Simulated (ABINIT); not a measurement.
A run of ABINIT 10.8.3 (patched build) is set up as follows.

The input run.abi:

```
ndtset 7
getwfk -1
scalecart1 3*0.9795861087
scalecart2 3*0.9864848297
scalecart3 3*0.9932883884
scalecart4 3*1.0000000000
scalecart5 3*1.0066227096
scalecart6 3*1.0131594038
scalecart7 3*1.0196128224

pp_dirpath "./"
pseudos "Te.GGA_PBE-JTH.xml, Be.GGA_PBE-JTH.xml"

acell 3*1.0
rprim
     0.0000000000     5.2345413652     5.2345413652
     5.2345413652     0.0000000000     5.2345413652
     5.2345413652     5.2345413652     0.0000000000
ntypat 2
znucl 52 4
natom 2
typat 1 2
xred
     0.7500000000     0.7500000000     0.7500000000
     0.0000000000     0.0000000000     0.0000000000

ecut 19.0
pawecutdg 38.0
pawxcdev 0

kptopt 1
ngkpt 8 8 8
nshiftk 1
shiftk 0.0 0.0 0.0

ixc 11
vdw_xc 6

nband 9
occopt 3
tsmear 0.00183747

nstep 100
tolvrs 1.0e-9

iomode 3
prtwf 1
prtden 0
prteig 0
prtebands 0
enunit 2
```

Potentials or basis: JTH PAW PBE v2.0.

Run with:

```bash
$ abinit run.abi > log 2>&1
```

Problem. Predict the equilibrium volume.

Solution. 22.27 Å³/atom.

Problem. Estimate the pressure derivative of the bulk modulus.

Solution. 3.6.

Problem. Estimate the bulk modulus.

Solution. 59 GPa.

Energy against volume, from the lowest point:
```csv
volume (Å³/atom),energy (meV/atom)
19.979,51.31
20.404,32.89
20.829,18.91
21.254,8.96
21.679,2.77
22.104,0.00
22.529,0.27
```

Caveat: pressures at fixed basis lie under the slope of the energies. Spin-orbit coupling is left out, which matters for the levels of Te.
